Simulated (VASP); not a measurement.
Here is a VASP 6.6.1 calculation.

Contents of INCAR:

```
ALGO     = Normal         # electronic algorithm
EDIFF    = 1E-6           # SCF threshold, eV
EDIFFG   = -0.01          # ionic threshold
ENCUT    = 600            # plane-wave cutoff, eV
GGA      = PS             # functional
IBRION   = 2              # ionic algorithm
ISIF     = 3              # what is computed and relaxed
ISMEAR   = -1             # smearing method
LASPH    = T              # aspherical terms in the spheres
LCHARG   = F              # write CHGCAR
LREAL    = F              # projectors in reciprocal space
LWAVE    = F              # write WAVECAR
NELM     = 80             # most SCF steps
NSW      = 60             # ionic steps
PREC     = Accurate       # precision mode
PSTRESS  = 450          
SIGMA    = 0.05           # smearing width, eV
```

Contents of KPOINTS:

```
k-points
0
Gamma
  13 13 13
```

File POSCAR:

```
SiC
1.0
    0.0000000000      2.1800000000      2.1800000000
    2.1800000000      0.0000000000      2.1800000000
    2.1800000000      2.1800000000      0.0000000000
C Si
1 1
Direct
    0.2500000000      0.2500000000      0.2500000000
    0.0000000000      0.0000000000      0.0000000000
```

Potentials or basis: VASP PAW PBE potentials, release 64 (C, Si).

Command:

```bash
$ cat potpaw_PBE.64/C/POTCAR potpaw_PBE.64/Si/POTCAR > POTCAR
$ mpirun -np 1 vasp_std > vasp.out
```

Q: Estimate the relaxed volume.

A: 8.89 Å³/atom.

Q: Predict the band gap on the k mesh.

A: 1.16 eV, indirect (least direct gap 4.63 eV).

Final structure:
```
C Si
1.0
     0.00000    2.07131    2.07131
     2.07131    0.00000    2.07131
     2.07131    2.07131    0.00000
C Si
1 1
Direct
  0.25000 0.25000 0.25000
  0.00000 0.00000 0.00000
```

Caveat: the cell is relaxed towards a set pressure, so the enthalpy falls and the energy may rise; the PAW data sets were made with another functional, which shifts forces and pressure a little; an odd mesh through Γ misses points on the zone boundary, where band edges often lie.
